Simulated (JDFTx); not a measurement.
The system is Ni.

```
CELL_PARAMETERS angstrom
0.00000 1.73757 1.73757
1.73757 0.00000 1.73757
1.73757 1.73757 0.00000
ATOMIC_POSITIONS crystal
Ni 0.00000 0.00000 0.00000
```

Base run:

| Property | Result |
| --- | --- |
| Program | JDFTx 1.7.0 (patched build) |
| Functional | PBE |
| Potentials or basis | PseudoDojo-SR-PBE-0.5-standard with smoothed tails |
| Cutoff | 1333 eV |
| Density cutoff | 5333 eV |
| k mesh | 13 × 13 × 13 |
| Occupations | fermi-dirac, width 0.05 eV |
| Spin | collinear spin, ferromagnetic start |
| Starting moments | [1.0] μB |
| Fixed moment | 1 μB |

Its results: pressure 11.8 GPa.

**Question.** The run is repeated on the same cell with these changes: fixed moment from 1 μB to 0 μB. What comes out?

**Answer.** Pressure 6.9 GPa.

Caveats: the total moment is fixed, so each spin has its own Fermi level.
